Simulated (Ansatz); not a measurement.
# MoS2 in Ansatz: reference runs

Aim: a first look at MoS2 with PBE, on the cell as given and on a disturbed one.

Everything below comes from runs of Ansatz 0.2.0. Logs are shortened: lines on timing, memory, paths and dates and some standing lists are left out, and cuts for length are marked.

**1. Starting point**

The cell holds a slab with vacuum, 12 atoms: a = 3.184 Å, b = 3.184 Å, c = 34.479 Å, α = 90.00°, β = 90.00°, γ = 120.00°.

**2. Single point, PBE**

input.yaml reads:

```yaml
crystal:
  lattice:
    - [3.1837189491, 0.0, 0.0]
    - [-1.5918594745, 2.7571814884, 0.0]
    - [0.0, 0.0, 34.47923848]
  atoms:
    - { symbol: Mo, position: [0.3333333333, 0.6666666667, 0.09355563] }
    - { symbol: Mo, position: [0.3333333333, 0.6666666667, 0.72090303] }
    - { symbol: Mo, position: [0.6666666667, 0.3333333333, 0.27909697] }
    - { symbol: Mo, position: [0.6666666667, 0.3333333333, 0.90644437] }
    - { symbol: S, position: [0.6666666667, 0.3333333333, 0.0485463] }
    - { symbol: S, position: [0.6666666667, 0.3333333333, 0.67591175] }
    - { symbol: S, position: [0.3333333333, 0.6666666667, 0.23408966] }
    - { symbol: S, position: [0.3333333333, 0.6666666667, 0.86143131] }
    - { symbol: S, position: [0.6666666667, 0.3333333333, 0.13856869] }
    - { symbol: S, position: [0.6666666667, 0.3333333333, 0.76591034] }
    - { symbol: S, position: [0.3333333333, 0.6666666667, 0.32408825] }
    - { symbol: S, position: [0.3333333333, 0.6666666667, 0.9514537] }
kpoints:
  mp_grid: { grid: [10, 10, 1] }
scf:
  occupations: { method: fermi_dirac, width: 0.05 }
hamiltonian:
  xc: pbe
  pseudopotentials: { kind: all_electron, lapw: { basis_error: 0.001 } }
output:
  forces: true
  stress: true
  eigenvalues: true
  populations: true
```

Potentials or basis: all-electron LAPW, scalar-relativistic.

Command:

```sh
$ ansatz run input.yaml --threads 8 --pin off --max-ram 24576MiB --backend cpu --events-out ev --progress --plain --runs-dir out
```

Output:

```text
Warning: RAYON_NUM_THREADS=8 ignored (pool sized by the plan → 8); use --threads N
Mo: projections on atomic orbitals take those of the free atom 1s2 2s2 2p6 3s2 3p6 3d10 4s2 4p6 4d5 5s1, of charge +0.00 (hamiltonian.pseudopotentials.projection_atoms)
S: projections on atomic orbitals take those of the free atom 1s2 2s2 2p6 3s2 3p4, of charge +0.00 (hamiltonian.pseudopotentials.projection_atoms)
LAPW: plane waves up to 8.292 Å⁻¹, error target 1.0e-3 eV per atom; small_component_spin mean_spin; S in spheres of 1.067 Å, 14 of its electrons in bands, Dirac shells []; Mo in spheres of 1.338 Å, 30 of its electrons in bands, Dirac shells [] (how accurate: hamiltonian.pseudopotentials.lapw.basis_error, Limitations)
Engine: ansatz 0.2.0, x86_64-unknown-linux-gnu
Pseudopotentials: kind: all_electron
Pseudopotential: Mo, LAPW, valence charge 30, lapw/all_electron/scalar/gaussian/Mo, Koelling and Harmon's equation, gaussian nucleus
Pseudopotential: S, LAPW, valence charge 14, lapw/all_electron/scalar/gaussian/S, Koelling and Harmon's equation, gaussian nucleus
Functional definition: PBE
  parameter kappa = 0.804
  parameter beta = 0.06672455060314922
  exchange = pbe_x(kappa = kappa, mu = beta*pi^2/3)
[... 69 lines left out ...]
  k-point 2: bands = ["-369.2907", "-369.2907", "-369.2896", "-369.2896", "-369.2720", "-369.2720", "-369.2720", "-369.2720", "-369.2709", "-369.2709", "-369.2709", "-369.2709", "-211.1719", "-211.1719", "-211.1719", "-211.1719", "-211.1708", "-211.1708", "-211.1708", "-211.1708", "-211.1596", "-211.1596", "-211.1586", "-211.1586", "-211.1511", "-211.1511", "-211.1511", "-211.1511", "-211.1500", "-211.1500", "-211.1500", "-211.1500", "-198.8162", "-198.8162", "-198.8153", "-198.8153", "-198.8141", "-198.8141", "-198.8084", "-198.8084", "-143.6100", "-143.6100", "-143.6100", "-143.6100", "-143.6092", "-143.6092", "-143.6092", "-143.6092", "-143.6080", "-143.6080", "-143.6080", "-143.6080", "-143.6031", "-143.6031", "-143.6031", "-143.6031", "-143.5580", "-143.5580", "-143.5569", "-143.5569", "-143.5559", "-143.5559", "-143.5487", "-143.5487", "-54.4090", "-54.4090", "-54.4079", "-54.4079", "-28.5332", "-28.5332", "-28.5321", "-28.5321", "-28.4872", "-28.4872", "-28.4862", "-28.4862", "-28.3861", "-28.3861", "-28.3850", "-28.3850", "-7.1860", "-7.1532", "-7.1044", "-7.0713", "-6.2044", "-6.1493", "-6.0789", "-6.0351", "1.0516", "1.1899", "1.3989", "1.5625", "2.7893", "2.7980", "2.8198", "2.8511", "3.0309", "3.1949", "3.3530", "3.4359", "4.1564", "4.1645", "4.1762", "4.1837", "4.3292", "4.3357", "4.3436", "4.3481", "5.0673", "5.1883", "5.3901", "5.5959", "5.9407", "6.0233", "6.0782", "6.0989", "8.5031", "8.6190", "8.7808", "8.9135", "8.9440", "8.9440", "8.9872", "9.0151", "9.0429", "9.1880", "9.2825", "9.3334", "9.9412", "9.9689", "10.0027", "10.0227", "12.6238", "12.9253", "14.2087", "14.3508", "14.4362", "14.6427", "14.8029", "15.5343"]
  k-point 13: bands = ["-369.2907", "-369.2907", "-369.2896", "-369.2896", "-369.2720", "-369.2720", "-369.2720", "-369.2720", "-369.2709", "-369.2709", "-369.2709", "-369.2709", "-211.1719", "-211.1719", "-211.1719", "-211.1719", "-211.1708", "-211.1708", "-211.1708", "-211.1708", "-211.1596", "-211.1596", "-211.1586", "-211.1586", "-211.1511", "-211.1511", "-211.1511", "-211.1511", "-211.1500", "-211.1500", "-211.1500", "-211.1500", "-198.8162", "-198.8162", "-198.8153", "-198.8153", "-198.8141", "-198.8141", "-198.8084", "-198.8084", "-143.6101", "-143.6101", "-143.6100", "-143.6100", "-143.6093", "-143.6093", "-143.6093", "-143.6093", "-143.6080", "-143.6080", "-143.6080", "-143.6080", "-143.6031", "-143.6031", "-143.6031", "-143.6031", "-143.5580", "-143.5580", "-143.5569", "-143.5569", "-143.5559", "-143.5559", "-143.5487", "-143.5487", "-54.3804", "-54.3804", "-54.3794", "-54.3794", "-28.6525", "-28.6525", "-28.6515", "-28.6515", "-28.5696", "-28.5696", "-28.5686", "-28.5686", "-28.4756", "-28.4756", "-28.4745", "-28.4745", "-5.6075", "-5.6000", "-5.5890", "-5.5837", "-5.4932", "-5.4836", "-5.4741", "-5.4705", "1.0487", "1.0699", "1.1004", "1.1209", "1.5473", "1.5797", "1.6149", "1.6301", "2.5741", "2.5877", "2.6146", "2.6237", "2.8647", "2.8732", "2.9412", "3.0182", "3.3435", "3.4672", "3.5629", "3.5721", "4.3552", "4.3859", "4.4663", "4.5359", "6.2503", "6.2735", "6.3054", "6.3273", "8.1979", "8.2100", "8.2245", "8.2339", "9.2819", "9.4328", "9.6404", "9.7796", "9.7922", "9.8732", "9.8913", "9.9116", "11.1272", "11.1950", "11.2874", "11.3606", "13.2698", "13.5126", "13.7459", "13.8116", "14.2118", "14.3217", "14.5000", "14.7183"]
--- Löwdin populations: 12 sites ---
  site symbol       q [e]
     0     Mo     41.6576
     1     Mo     41.6549
     2     Mo     41.6549
     3     Mo     41.6576
     4      S     16.0736
     5      S     16.0734
     6      S     16.0743
     7      S     16.0735
     8      S     16.0735
     9      S     16.0743
    10      S     16.0734
    11      S     16.0736
  spilling = 0.002653 (of n_electrons = 296.000000)
```

populations.tsv:

```text
# site	symbol	l	j	q
# orbitals = lowdin
# n_electrons = 296.000000
# spilling = 0.002653
# projection_atom_Mo: 1s2 2s2 2p6 3s2 3p6 3d10 4s2 4p6 4d5 5s1
# projection_atom_S: 1s2 2s2 2p6 3s2 3p4
0	Mo	0_1S	-	1.999998
0	Mo	0_2S	-	1.999898
0	Mo	0_3S	-	1.998205
0	Mo	0_4S	-	1.963469
0	Mo	0_5S	-	0.525984
0	Mo	1_2P	-	6.000000
0	Mo	1_3P	-	5.999970
0	Mo	1_4P	-	5.994597
0	Mo	2_3D	-	9.999972
0	Mo	2_4D	-	5.175542
1	Mo	0_1S	-	1.999998
1	Mo	0_2S	-	1.999898
1	Mo	0_3S	-	1.998205
1	Mo	0_4S	-	1.963492
1	Mo	0_5S	-	0.524576
1	Mo	1_2P	-	6.000000
1	Mo	1_3P	-	5.999970
1	Mo	1_4P	-	5.994616
1	Mo	2_3D	-	9.999972
1	Mo	2_4D	-	5.174164
2	Mo	0_1S	-	1.999998
2	Mo	0_2S	-	1.999898
2	Mo	0_3S	-	1.998205
2	Mo	0_4S	-	1.963492
2	Mo	0_5S	-	0.524576
2	Mo	1_2P	-	6.000000
2	Mo	1_3P	-	5.999970
2	Mo	1_4P	-	5.994616
2	Mo	2_3D	-	9.999972
2	Mo	2_4D	-	5.174164
[... 26 lines left out ...]
7	S	0_2S	-	1.993989
7	S	0_3S	-	1.780117
7	S	1_2P	-	5.999274
7	S	1_3P	-	4.300241
8	S	0_1S	-	1.999914
8	S	0_2S	-	1.993989
8	S	0_3S	-	1.780117
8	S	1_2P	-	5.999274
8	S	1_3P	-	4.300241
9	S	0_1S	-	1.999914
9	S	0_2S	-	1.993990
9	S	0_3S	-	1.780086
9	S	1_2P	-	5.999274
9	S	1_3P	-	4.301047
10	S	0_1S	-	1.999914
10	S	0_2S	-	1.993956
10	S	0_3S	-	1.779174
10	S	1_2P	-	5.999279
10	S	1_3P	-	4.301111
11	S	0_1S	-	1.999914
11	S	0_2S	-	1.993984
11	S	0_3S	-	1.780013
11	S	1_2P	-	5.999275
11	S	1_3P	-	4.300392
```

It took 29 s on 8 threads of AMD EPYC 7R13 (Zen 3), shared host; peak memory 2 GiB.

Results:

| Quantity | Value |
| --- | --- |
| Free energy | -527623.4168 eV |
| Largest force | 0.221 eV/Å |
| Band gap on the k mesh | 1.24 eV, indirect (least direct gap 1.87 eV) |

Forces on the atoms (eV/Å):
```
Mo   0.000  0.000 -0.001
Mo   0.000  0.000 -0.011
Mo   0.000  0.000  0.011
Mo   0.000  0.000  0.001
S    0.000  0.000 -0.167
S    0.000  0.000 -0.221
S    0.000  0.000 -0.162
S    0.000  0.000 -0.157
S    0.000  0.000  0.157
S    0.000  0.000  0.162
S    0.000  0.000  0.221
S    0.000  0.000  0.167
```

**3. Single point, PBE (atoms moved at random, drawn with an rms of 0.05 Å)**

input.yaml reads:

```yaml
crystal:
  lattice:
    - [3.1837189491, 0.0, 0.0]
    - [-1.5918594745, 2.7571814884, 0.0]
    - [0.0, 0.0, 34.47923848]
  atoms:
    - { symbol: Mo, position: [0.33316, 0.674367, 0.093287] }
    - { symbol: Mo, position: [0.334963, 0.673385, 0.721348] }
    - { symbol: Mo, position: [0.672939, 0.351433, 0.279683] }
    - { symbol: Mo, position: [0.682504, 0.35293, 0.905712] }
    - { symbol: S, position: [0.663391, 0.338547, 0.049081] }
    - { symbol: S, position: [0.654731, 0.342142, 0.676194] }
    - { symbol: S, position: [0.329065, 0.661275, 0.235451] }
    - { symbol: S, position: [0.333514, 0.668941, 0.861764] }
    - { symbol: S, position: [0.668524, 0.33572, 0.139705] }
    - { symbol: S, position: [0.680243, 0.34847, 0.765027] }
    - { symbol: S, position: [0.339398, 0.654199, 0.324332] }
    - { symbol: S, position: [0.338399, 0.662301, 0.951542] }
kpoints:
  mp_grid: { grid: [10, 10, 1] }
scf:
  occupations: { method: fermi_dirac, width: 0.05 }
hamiltonian:
  xc: pbe
  pseudopotentials: { kind: all_electron, lapw: { basis_error: 0.001 } }
output:
  forces: true
  stress: true
  eigenvalues: true
  populations: true
```

Potentials or basis: all-electron LAPW, scalar-relativistic.

Command:

```sh
$ ansatz run input.yaml --threads 8 --pin off --max-ram 24576MiB --backend cpu --events-out ev --progress --plain --runs-dir out
```

Output:

```text
Warning: RAYON_NUM_THREADS=8 ignored (pool sized by the plan → 8); use --threads N
Mo: projections on atomic orbitals take those of the free atom 1s2 2s2 2p6 3s2 3p6 3d10 4s2 4p6 4d5 5s1, of charge +0.00 (hamiltonian.pseudopotentials.projection_atoms)
S: projections on atomic orbitals take those of the free atom 1s2 2s2 2p6 3s2 3p4, of charge +0.00 (hamiltonian.pseudopotentials.projection_atoms)
LAPW: plane waves up to 8.573 Å⁻¹, error target 1.0e-3 eV per atom; small_component_spin mean_spin; S in spheres of 1.039 Å, 14 of its electrons in bands, Dirac shells []; Mo in spheres of 1.296 Å, 30 of its electrons in bands, Dirac shells [] (how accurate: hamiltonian.pseudopotentials.lapw.basis_error, Limitations)
[... 7 set-up lines as earlier in the session ...]
[... 73 lines left out ...]
--- Löwdin populations: 12 sites ---
  site symbol       q [e]
     0     Mo     41.6538
     1     Mo     41.6640
     2     Mo     41.6652
     3     Mo     41.6607
     4      S     16.0648
     5      S     16.0750
     6      S     16.0653
     7      S     16.0626
     8      S     16.0873
     9      S     16.0606
    10      S     16.0679
    11      S     16.0811
  spilling = 0.002674 (of n_electrons = 296.000000)
```

populations.tsv:

```text
# site	symbol	l	j	q
# orbitals = lowdin
# n_electrons = 296.000000
# spilling = 0.002674
# projection_atom_Mo: 1s2 2s2 2p6 3s2 3p6 3d10 4s2 4p6 4d5 5s1
# projection_atom_S: 1s2 2s2 2p6 3s2 3p4
0	Mo	0_1S	-	1.999998
0	Mo	0_2S	-	1.999899
0	Mo	0_3S	-	1.998224
0	Mo	0_4S	-	1.963860
0	Mo	0_5S	-	0.526869
0	Mo	1_2P	-	6.000000
0	Mo	1_3P	-	5.999971
0	Mo	1_4P	-	5.994682
0	Mo	2_3D	-	9.999973
0	Mo	2_4D	-	5.170369
1	Mo	0_1S	-	1.999998
1	Mo	0_2S	-	1.999896
1	Mo	0_3S	-	1.998158
1	Mo	0_4S	-	1.962610
1	Mo	0_5S	-	0.522504
1	Mo	1_2P	-	6.000000
1	Mo	1_3P	-	5.999968
1	Mo	1_4P	-	5.994172
1	Mo	2_3D	-	9.999971
1	Mo	2_4D	-	5.186748
2	Mo	0_1S	-	1.999998
2	Mo	0_2S	-	1.999895
2	Mo	0_3S	-	1.998153
2	Mo	0_4S	-	1.962531
2	Mo	0_5S	-	0.522928
2	Mo	1_2P	-	6.000000
2	Mo	1_3P	-	5.999967
2	Mo	1_4P	-	5.994066
2	Mo	2_3D	-	9.999971
2	Mo	2_4D	-	5.187700
[... 26 lines left out ...]
7	S	0_2S	-	1.993593
7	S	0_3S	-	1.769828
7	S	1_2P	-	5.999229
7	S	1_3P	-	4.300072
8	S	0_1S	-	1.999921
8	S	0_2S	-	1.994468
8	S	0_3S	-	1.793050
8	S	1_2P	-	5.999330
8	S	1_3P	-	4.300562
9	S	0_1S	-	1.999907
9	S	0_2S	-	1.993496
9	S	0_3S	-	1.767386
9	S	1_2P	-	5.999218
9	S	1_3P	-	4.300562
10	S	0_1S	-	1.999911
10	S	0_2S	-	1.993788
10	S	0_3S	-	1.775856
10	S	1_2P	-	5.999260
10	S	1_3P	-	4.299055
11	S	0_1S	-	1.999918
11	S	0_2S	-	1.994248
11	S	0_3S	-	1.787624
11	S	1_2P	-	5.999306
11	S	1_3P	-	4.300051
```

It took 3.8 min on 8 threads of AMD EPYC 7R13 (Zen 3), shared host; peak memory 4.2 GiB.

Results:

* Free energy: -527623.2140 eV
* Largest force: 1.652 eV/Å
* Band gap on the k mesh: 1.05 eV, indirect (least direct gap 1.70 eV)

Forces on the atoms (eV/Å):
```
Mo   0.072 -0.205  1.122
Mo  -0.182  0.333 -0.817
Mo   0.562 -1.542  0.185
Mo  -0.209 -1.130  0.983
S    0.055  0.076 -0.564
S    0.439 -0.081 -0.243
S   -0.040  0.689 -0.710
S    0.244  0.527 -0.792
S   -0.125  0.129 -0.569
S   -0.257 -0.252  0.996
S   -0.521  0.853  0.591
S   -0.037  0.603 -0.183
```
